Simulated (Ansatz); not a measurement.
# Ge (I4/mmm) in Ansatz: convergence with k mesh

Aim: find how far k mesh must go before the results for Ge settle, at LDA. This setting moves, with any that are tied to it; all else stays.

Program: Ansatz 0.2.0. These are calculated values, not measurements. Logs are shortened: lines on timing, memory, paths and dates and some standing lists are left out, and cuts for length are marked.

## (1) The crystal as given

The structure is tetragonal, space group I4/mmm (No. 139). Conventional cell: a = 3.217 Å, b = 3.217 Å, c = 3.746 Å, α = 90.00°, β = 90.00°, γ = 90.00°. Ge (site symmetry 4/mmm) is surrounded by 12 Ge at 2.95 to 3.22 Å.

The cell was built by a generator and needn't be a form met in nature.

## (2) With k mesh 4 × 4 × 4

input.yaml reads:

```yaml
crystal:
  lattice:
    - [-1.60842, 1.60842, 1.87318]
    - [1.60842, -1.60842, 1.87318]
    - [1.60842, 1.60842, -1.87318]
  atoms:
    - { symbol: Ge, position: [0.5, 0.5, 0.0] }
hamiltonian:
  xc: lda
  pseudopotentials: { kind: paw_fr }
magnetization:
  noncollinear: true
  spin_orbit: true
kpoints:
  mp_grid: { grid: [4, 4, 4] }
scf:
  occupations: { method: methfessel_paxton, width: 0.1 }
output:
  forces: true
  stress: true
  eigenvalues: true
```

Potentials or basis: Ansatz PAW.

Launch:

```sh
$ ansatz run input.yaml --threads 2 --pin off --max-ram 5632MiB --backend cpu --events-out ev --progress --plain --runs-dir out
```

Standard output:

```text
Warning: RAYON_NUM_THREADS=2 ignored (pool sized by the plan → 2); use --threads N
Engine: ansatz 0.2.0, aarch64-unknown-linux-gnu
Pseudopotentials: kind: paw_fr
Pseudopotential: Ge, paw_fr, valence charge 14, recommended cutoff 420 eV (normal), Ge.paw.azcp#standard-fr
Functional definition: SPW92
  exchange = slater_x
  correlation = pw_c
non-collinear run that drives no moment, with spin-orbit: no starting moment large enough to seed its density (crystal.atoms[].spin), no starting occupations that ask for one, no magnetisation constraint and no magnetic field, so the semilocal B_xc is pinned to zero
Crystal: 1 atoms, lattice volume = 19.384 Å³
Basis set: ecut = 420 eV, 363 PW (Γ)
Bands: 22, of which v1, the nominal top of the filled ones, is band 14 counted from 1 (13 counted from 0)
Symmetry: 16 space group operations + 16 with time reversal
Magnetic group: BNS 139.532 (UNI 1192), of the structure as read, at distance tolerance 2.7e-5 Å
k-points: 13 of 64
Projection manifold: j_resolved (fully-relativistic pseudo-atomic orbitals)
Non-local potential: Ge, projectors of the file, l = 0: 2, l = 1: 4, l = 2: 6, l = 3: 2
PAW form: soft (Blöchl's): semilocal exchange-correlation on the pseudo side does not see the compensation charge
PAW frozen core: Ge, regenerated for the run's functional, and the local potential with it (the file was generated under x = pbe(κ = 0.804, μ = 0.2195149727645171), c = pbe(β = 0.06672455060314922))
PAW one-centre angular grid: Ge, 590 points (default); XC on 64 Gauss nodes
Initial density: superposition of atomic densities (chi_scale 0.1, normalization cell)
Initial wavefunctions: pseudopotential atomic-orbital guess
Functional: x = slater, c = lda
SCF iter   1: F=—  HF=-4215.339297 eV  |F-HF|=—  |Δ(HF+E_count)|=         —  Δρ=1.09e-2  dr2=2.17e-2  dr2_m=0.00e0 (ungated)  ethr=3.10e-3  |M|=0.00e0 ∫|m|=0.00e0 μB  |m|>n=0.0e0 m-floor=0.0e0 τ_xc=0.0e0  β_m=0.30  ⟨swp⟩=7.6  Hψ=1008  notcnv=0
preconditioner: auto → none  [insulator: Δε(μ)=0.359 eV  Ē_g=26.650 eV  σ=0.100 eV  W_gap=0.81  n_scr=8 (ndim 8)  ℏωp=31.6 eV  f_vac=0.000  D(μ)=3.21/eV (n_scr^D=58)  ε∞_Penn≈2.4]
SCF iter   2: F=—  HF=-4215.333125 eV  |F-HF|=—  |Δ(HF+E_count)|=   6.17e-3  S|Δr|=    0.00e0  Δρ=7.25e-3  dr2=9.25e-3  dr2_m=0.00e0 (ungated)  ethr=1.55e-4  |M|=0.00e0 ∫|m|=0.00e0 μB  |m|>n=0.0e0 m-floor=0.0e0 τ_xc=0.0e0  β_m=0.55  ⟨swp⟩=1.4  Hψ=200  notcnv=0  defer=38
SCF iter   3: F=—  HF=-4215.330935 eV  |F-HF|=—  |Δ(HF+E_count)|=   2.19e-3  S|Δr|=    0.00e0  Δρ=1.81e-3  dr2=2.75e-4  dr2_m=0.00e0 (ungated)  ethr=6.61e-5  |M|=0.00e0 ∫|m|=0.00e0 μB  |m|>n=0.0e0 m-floor=0.0e0 τ_xc=0.0e0  β_m=0.78  ⟨swp⟩=2.0  Hψ=228  notcnv=0  defer=38
SCF iter   4: F=—  HF=-4215.331013 eV  |F-HF|=—  |Δ(HF+E_count)|=   7.78e-5  S|Δr|=    0.00e0  Δρ=1.11e-3  dr2=1.59e-4  dr2_m=0.00e0 (ungated)  ethr=1.96e-6  |M|=0.00e0 ∫|m|=0.00e0 μB  |m|>n=0.0e0 m-floor=0.0e0 τ_xc=0.0e0  β_m=0.66  ⟨swp⟩=2.0  Hψ=215  notcnv=0  defer=38
SCF iter   5: F=—  HF=-4215.330824 eV  |F-HF|=—  |Δ(HF+E_count)|=   1.89e-4  S|Δr|=    0.00e0  Δρ=1.16e-4  dr2=2.63e-6  dr2_m=0.00e0 (ungated)  ethr=1.14e-6  |M|=0.00e0 ∫|m|=0.00e0 μB  |m|>n=0.0e0 m-floor=0.0e0 τ_xc=0.0e0  β_m=0.77  ⟨swp⟩=2.0  Hψ=213  notcnv=0  defer=38
SCF iter   6: F=—  HF=-4215.330822 eV  |F-HF|=—  |Δ(HF+E_count)|=   2.20e-6  S|Δr|=    0.00e0  Δρ=9.55e-5  dr2=7.13e-7  dr2_m=0.00e0 (ungated)  ethr=1.88e-8  |M|=0.00e0 ∫|m|=0.00e0 μB  |m|>n=0.0e0 m-floor=0.0e0 τ_xc=0.0e0  β_m=0.88  ⟨swp⟩=2.0  Hψ=215  notcnv=0  defer=38
SCF iter   7: F=-4215.330822 eV  HF=-4215.330822 eV  |F-HF|=4.32e-8  |Δ(HF+E_count)|=   5.45e-8  S|Δr|=    0.00e0  Δρ=3.10e-5  dr2=7.83e-8  dr2_m=0.00e0 (ungated)  ethr=7.14e-10  |M|=0.00e0 ∫|m|=0.00e0 μB  |m|>n=0.0e0 m-floor=0.0e0 τ_xc=0.0e0  ⟨swp⟩=5.6  Hψ=643  notcnv=0
SCF 1 converged in 7 iterations: F = -4215.330822 eV  dr2 = 7.83e-8
SCF converged after 7 iterations
Stability not checked: this state was not tested for a lower state beside it, because cold or Methfessel-Paxton smearing, or corrected tetrahedra, fill the levels in a way that the test cannot read (fill_not_monotonic; see scf.lower_state_search)
Magnetization: |M| = 0.0000 μB,  M = (+0.0000, +0.0000, +0.0000) μB
Absolute magnetization: 0.0000 μB (∫|m|)
  site 0: m = (+0.0000, +0.0000, +0.0000) μB, |m| = 0.0000 μB  (R = 1.22 Å)
Free energy (F): -4215.330822 eV
Harris-Foulkes:  -4215.330822 eV  (|F-HF|=4.32e-8)
Internal energy: -4215.326782 eV  (E = F + TS)
E sigma→0 (E₀):  -4215.329812 eV
Entropy (-TS):   -0.004040 eV (-4.040 meV/atom)
Fermi energy:    10.497803 eV
--- Per-component energies (eV) ---
  E_band       = -123.731882
  E_kinetic    = 110.455152
  E_local      = -2154.197473  (includes V_loc(G=0)·N_el)
  E_nonlocal   = 418.093081
  E_hartree    = 938.512638
  E_xc         = -75.082164
  E_vxc        = -64.855456  (∫ρ·V_xc dr)
  E_paw        = -1937.855068  (= ΣΔE_a)
  E_vpaw       = -310.236282  (= ΣTr[D̂ρ^β])
  E_aug_tail   = 0.000300  (compensation charges beyond the density's cutoff)
  E_ewald      = -1517.167428
  E_core_change = 1.914179  (= ΣΔE_core)
  E_smearing   = -0.004040  (= −TS)
  E_closure    = 0.000000  (closes the sum)
  Σ components = -4215.330822   (vs F -4215.330822, Δ=0.00e0)
--- Forces (eV/Å), atoms counted from 1 ---
  atom   1  Ge     0.00000000    -0.00000000     0.00000000
  max |Σ_I F_I| component: 1.02e-31 eV/Å
--- Stress (GPa, compression-positive) ---
       -6.796749       0.000000       0.000000
        0.000000      -6.796749      -0.000000
        0.000000       0.000000      -4.417010
  P = ⅓ Tr σ = -6.0035 GPa (-60.035 kbar)
--- Band table (eV; the first three rows and the last of 13) ---
  k-point 0: bands = ["-14.7875", "-14.7875", "-14.7757", "-14.7757", "-14.2207", "-14.2207", "-14.1928", "-14.1928", "-14.1654", "-14.1654", "-2.5826", "-2.5826", "18.6381", "18.6381", "19.1303", "19.1303", "19.2838", "19.2838", "24.2585", "24.2585", "24.2859", "24.2859"]
  k-point 1: bands = ["-14.7798", "-14.7798", "-14.7629", "-14.7629", "-14.2042", "-14.2042", "-14.1897", "-14.1897", "-14.1496", "-14.1496", "-0.8032", "-0.8032", "13.0089", "13.0089", "15.3172", "15.3172", "16.5505", "16.5505", "20.0294", "20.0294", "20.2045", "20.2045"]
  k-point 2: bands = ["-14.7769", "-14.7769", "-14.7533", "-14.7533", "-14.2032", "-14.2032", "-14.1829", "-14.1829", "-14.1158", "-14.1158", "3.6324", "3.6324", "5.6361", "5.6361", "13.4868", "13.4868", "14.9870", "14.9870", "18.1649", "18.1649", "18.3789", "18.3789"]
  k-point 12: bands = ["-14.7704", "-14.7704", "-14.7447", "-14.7447", "-14.1974", "-14.1974", "-14.1704", "-14.1704", "-14.1084", "-14.1084", "6.6884", "6.6884", "7.9869", "7.9869", "11.0322", "11.0322", "11.2177", "11.2177", "14.9709", "14.9709", "15.7749", "15.7749"]
```

Wall time 0.82 s (2 threads of Arm Neoverse V1, shared host); peak memory 0.29 GiB.

Results:

```
Free energy            : -4215.3308 eV
Pressure               : -6.0 GPa
Band gap on the k mesh : none (metal or under the smearing width)
```

## (3) With k mesh 6 × 6 × 6

input.yaml, as its differences from that of step 2:

```diff
@@ -14,3 +14,3 @@
 kpoints:
-  mp_grid: { grid: [4, 4, 4] }
+  mp_grid: { grid: [6, 6, 6] }
 scf:
```

Potentials or basis: Ansatz PAW.

Launch:

```sh
$ ansatz run input.yaml --threads 2 --pin off --max-ram 5632MiB --backend cpu --events-out ev --progress --plain --runs-dir out
```

Wall time 1.3 s (2 threads of Arm Neoverse V1, shared host); peak memory 0.31 GiB.

Results:

```
Free energy            : -4215.4484 eV
Pressure               : -4.5 GPa
Band gap on the k mesh : none (metal or under the smearing width)
```

## (4) With k mesh 7 × 7 × 7

input.yaml, as its differences from that of step 3:

```diff
@@ -14,3 +14,3 @@
 kpoints:
-  mp_grid: { grid: [6, 6, 6] }
+  mp_grid: { grid: [7, 7, 7] }
 scf:
```

Launch:

```sh
$ ansatz run input.yaml --threads 2 --pin off --max-ram 5632MiB --backend cpu --events-out ev --progress --plain --runs-dir out
```

Run time: 1.6 s. Hardware: 2 threads of Arm Neoverse V1, shared host; peak memory 0.32 GiB.

What came out:

```
Free energy            : -4215.4983 eV
Pressure               : -4.2 GPa
Band gap on the k mesh : none (metal or under the smearing width)
```

## (5) With k mesh 8 × 8 × 8

input.yaml, as its differences from that of step 4:

```diff
@@ -14,3 +14,3 @@
 kpoints:
-  mp_grid: { grid: [7, 7, 7] }
+  mp_grid: { grid: [8, 8, 8] }
 scf:
```

Launch:

```sh
$ ansatz run input.yaml --threads 2 --pin off --max-ram 5632MiB --backend cpu --events-out ev --progress --plain --runs-dir out
```

Wall time 2.1 s (2 threads of Arm Neoverse V1, shared host); peak memory 0.35 GiB.

What came out:

| Quantity | Value |
| --- | --- |
| Free energy | -4215.5092 eV |
| Pressure | -5.4 GPa |
| Band gap on the k mesh | none (metal or under the smearing width) |

## (6) With k mesh 10 × 10 × 10

input.yaml, as its differences from that of step 5:

```diff
@@ -14,3 +14,3 @@
 kpoints:
-  mp_grid: { grid: [8, 8, 8] }
+  mp_grid: { grid: [10, 10, 10] }
 scf:
```

Potentials or basis: Ansatz PAW.

Launch:

```sh
$ ansatz run input.yaml --threads 2 --pin off --max-ram 5632MiB --backend cpu --events-out ev --progress --plain --runs-dir out
```

Wall time 3.4 s (2 threads of Arm Neoverse V1, shared host); peak memory 0.38 GiB.

It converged, with:

- Free energy: -4215.4802 eV
- Pressure: -5.0 GPa
- Band gap on the k mesh: none (metal or under the smearing width)

## (7) With k mesh 13 × 13 × 13

input.yaml, as its differences from that of step 6:

```diff
@@ -14,3 +14,3 @@
 kpoints:
-  mp_grid: { grid: [10, 10, 10] }
+  mp_grid: { grid: [13, 13, 13] }
 scf:
```

Launch:

```sh
$ ansatz run input.yaml --threads 2 --pin off --max-ram 5632MiB --backend cpu --events-out ev --progress --plain --runs-dir out
```

Wall time 6 s (2 threads of Arm Neoverse V1, shared host); peak memory 0.43 GiB.

It converged, with:

```yaml
Free_energy: -4215.4848 eV
Pressure: -5.1 GPa
Band_gap_on_the_k_mesh: none (metal or under the smearing width)
```

## (8) With k mesh 16 × 16 × 16

input.yaml, as its differences from that of step 7:

```diff
@@ -14,3 +14,3 @@
 kpoints:
-  mp_grid: { grid: [13, 13, 13] }
+  mp_grid: { grid: [16, 16, 16] }
 scf:
```

Launch:

```sh
$ ansatz run input.yaml --threads 2 --pin off --max-ram 5632MiB --backend cpu --events-out ev --progress --plain --runs-dir out
```

Wall time 11 s (2 threads of Arm Neoverse V1, shared host); peak memory 0.52 GiB.

It converged, with:

```yaml
Free_energy: -4215.4820 eV
Pressure: -5.1 GPa
Band_gap_on_the_k_mesh: none (metal or under the smearing width)
```

## (9) With k mesh 19 × 19 × 19

input.yaml, as its differences from that of step 8:

```diff
@@ -14,3 +14,3 @@
 kpoints:
-  mp_grid: { grid: [16, 16, 16] }
+  mp_grid: { grid: [19, 19, 19] }
 scf:
```

Potentials or basis: Ansatz PAW.

Launch:

```sh
$ ansatz run input.yaml --threads 2 --pin off --max-ram 5632MiB --backend cpu --events-out ev --progress --plain --runs-dir out
```

Wall time 17 s (2 threads of Arm Neoverse V1, shared host); peak memory 0.65 GiB.

Results (log left out):

* Free energy: -4215.4842 eV
* Pressure: -5.0 GPa
* Band gap on the k mesh: none (metal or under the smearing width)

## (10) Summary

```
      k mesh  energy less the tightest run, at zero smearing (meV/atom)  pressure (GPa)  SCF cycles  CPU time (s)  peak memory (GiB)
   4 × 4 × 4                                                     154.45           -6.00           7           1.3               0.29
   6 × 6 × 6                                                      35.88           -4.46           8           2.3               0.31
   7 × 7 × 7                                                     -13.65           -4.17           8           2.8               0.32
   8 × 8 × 8                                                     -24.92           -5.43           8           3.9               0.35
10 × 10 × 10                                                       4.17           -4.99           8           6.4               0.38
13 × 13 × 13                                                      -0.40           -5.09           8            12               0.43
16 × 16 × 16                                                       2.21           -5.07           8            21               0.52
19 × 19 × 19                                                       0.00           -4.97           8            33               0.65
```

Not settled before the last step: the energy (to 1 meV/atom), the pressure (to 0.1 GPa). Meshes of other sizes hit other points, so gaps and Fermi surfaces needn't settle smoothly. The tightest run that finished is the yardstick and may itself not be fully converged.

Caveats: the PAW data sets come from PBE, with cores solved anew for the run's functional, which leaves a small shift of forces and pressure.
